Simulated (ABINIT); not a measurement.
The system is TiSe.

```
Se Ti
1.0
     3.55900    0.00000    0.00000
    -1.77950    3.08218    0.00000
     0.00000    0.00000    6.22000
Se Ti
2 2
Direct
  0.66667 0.33333 0.75000
  0.33333 0.66667 0.25000
  0.00000 0.00000 0.50000
  0.00000 0.00000 0.00000
```

Base run:

| Property | Result |
| --- | --- |
| Program | ABINIT 10.8.3 (patched build) |
| Functional | PBEsol |
| Potentials or basis | PseudoDojo NC SR PBEsol v0.4.1 standard |
| Cutoff | 1170 eV |
| k mesh | 7 × 7 × 4 |
| Occupations | fermi-dirac, width 0.05 eV |
| Spin | no spin polarisation |

Its results: band gap on the k mesh none (metal or under the smearing width); pressure -0.8 GPa.

Task: The run is repeated on the same cell with these changes: cutoff from 1170 eV to 1061 eV. What comes out?

Result: Band gap on the k mesh none (metal or under the smearing width); pressure -1.3 GPa.
